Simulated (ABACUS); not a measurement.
BN: equation of state with PBE

The system is BN.

```
N B
1.0
     1.25112    0.72234    3.37293
    -1.25112    0.72234    3.37293
     0.00000   -1.44467    3.37293
N B
1 1
Direct
  0.66724 0.66724 0.66724
  0.00033 0.00033 0.00033
```

The cell is a database's computed one.

- Program: ABACUS 3.10.1
- Task: equation of state
- Functional: PBE
- Potentials or basis: GBRV ultrasoft 1.5 PBE
- Cutoff: 544 eV
- Density cutoff: 4354 eV
- Basis: plane waves
- k mesh: 10 × 10 × 10
- Occupations: fermi-dirac, width 0.05 eV
- Spin: no spin polarisation
- Radial cutoff of the potentials (pseudo_rcut): 10 bohr
- SCF threshold on the density: 1e-08
- Max SCF steps: 100
- Eigensolver: dav
- Mixing: broyden
- Mixing share: 0.7
- Symmetry key: 1
- Bands: 8

```
Equilibrium volume                        : 9.28 Å³/atom
Bulk modulus at fixed shape and positions : 232 GPa
Pressure derivative of the bulk modulus   : 3.6 (rough: it moves with the points fitted)
```

Energy against volume, from the lowest point:
| volume (Å³/atom) | energy (meV/atom) |
| --- | --- |
| 8.596 | 40.73 |
| 8.962 | 8.09 |
| 9.328 | 0.00 |
| 9.693 | 12.39 |

All runs of the series together: 26 s on 4 threads of AMD EPYC 7R13 Processor (Zen 3), with other jobs on the host.

Caveat: the cell was scaled at fixed shape and fractional positions, which overstates the stiffness of a crystal with free parameters, most of all of layers and chains.
